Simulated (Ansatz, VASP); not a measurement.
## Rh in VASP and in Ansatz

```
CELL_PARAMETERS angstrom
0.00000 1.87762 1.87762
1.87762 0.00000 1.87762
1.87762 1.87762 0.00000
ATOMIC_POSITIONS crystal
Rh 0.00000 0.00000 0.00000
```

Alike in both runs: task single point; functional LDA; k mesh 5 × 5 × 5; occupations fermi-dirac, width 0.1 eV; no spin polarisation.

```csv
,VASP,Ansatz
version,VASP 6.6.1,Ansatz 0.2.0
potentials or method,"VASP PAW LDA potentials, release 64 (Rh_pv)","plane waves (420 eV) with PAW, scalar-relativistic"
plane-wave cutoff (eV),520,420
valence electrons in the cell,15,17
```

Ansatz gave:

| Property | Result |
| --- | --- |
| pressure (GPa) | 3.2 |

**Question.** What did VASP give for the same quantities?

**Answer.** Pressure (GPa): 4.2.

The two sets of potentials don't hold the same shells in valence. Ansatz warned: «pseudo_functional_mismatch».

Caveats: the k mesh is coarse (spacing up to 0.58 Å⁻¹), so the values aren't converged.
